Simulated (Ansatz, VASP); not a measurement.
**Cu: VASP beside Ansatz**

```
Cu
1.0
     2.53410    0.00000    0.00000
    -1.26705    2.19459    0.00000
     0.00000    0.00000    4.11257
Cu
2
Direct
  0.66667 0.33333 0.75000
  0.33333 0.66667 0.25000
```

This isn't the form of Cu at room conditions, which is fcc.

Alike in both runs: task single point; functional PBEsol; k mesh 12 × 12 × 7; occupations fermi-dirac, width 0.05 eV; no spin polarisation.

|  | VASP | Ansatz |
| --- | --- | --- |
| version | VASP 6.6.1 | Ansatz 0.2.0 |
| potentials or method | VASP PAW PBE potentials, release 64 (Cu) | Ansatz PAW |
| plane-wave cutoff (eV) | 520 | 420 |
| valence electrons in the cell | 22 | 38 |

Ansatz gave:

```
gap on the k mesh at the Fermi level (eV)       : none
pressure (GPa)                                  : -1.4
largest component of the traceless stress (GPa) : 0.28
```

Task: Estimate VASP's values.

Result: gap on the k mesh at the Fermi level (eV): none; pressure (GPa): -0.7; largest component of the traceless stress (GPa): 0.22.

A gap of «none» marks a metal or a gap that the smearing closes. The two sets of potentials don't hold the same shells in valence.

Caveats: the PAW data sets were made with another functional, which shifts forces and pressure a little (VASP); the PAW data sets come from PBE, with cores solved anew for the run's functional, which leaves a small shift of forces and pressure (Ansatz).
